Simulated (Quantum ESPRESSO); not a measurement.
# Moving the choice of potentials or basis in SrO

The cell as given:

Space group Fm-3m (No. 225). a = 5.133 Å, b = 5.133 Å, c = 5.133 Å, α = 90.00°, β = 90.00°, γ = 90.00°
```csv
atom,site,symmetry,x,y,z
Sr,4b,m-3m,0.5000,0.0000,0.0000
O,4a,m-3m,0.0000,0.0000,0.0000
```

Kept alike: task relaxation of cell and atoms; functional PBEsol; k mesh 9 × 9 × 9; occupations fermi-dirac, width 0.05 eV; no spin polarisation. Program: Quantum ESPRESSO. Cutoffs run from 612 to 1252 eV. The mesh is that of the run's cell of 2 atoms. No spin-orbit coupling.

```csv
choice of potentials or basis,volume (Å³/atom)
GBRV 1.5 PBEsol,16.805
PseudoDojo 0.4 SR PBEsol stringent,16.779
PseudoDojo 0.4.1 SR PBEsol standard,16.764
```

The relaxations keep at least the cell's symmetry (Fm-3m). Relaxations stop with a little pressure left, so the last digits of a volume or edge aren't settled.

Problem. What does the choice of potentials or basis change here?

Solution. The volume runs from 16.764 (PseudoDojo 0.4.1 SR PBEsol standard) to 16.805 Å³/atom (GBRV 1.5 PBEsol). Measured: 17.18 Å³/atom at 298.15 K (a printed reference work); nearest GBRV 1.5 PBEsol, 0.37 Å³/atom off. The runs are for a static lattice.
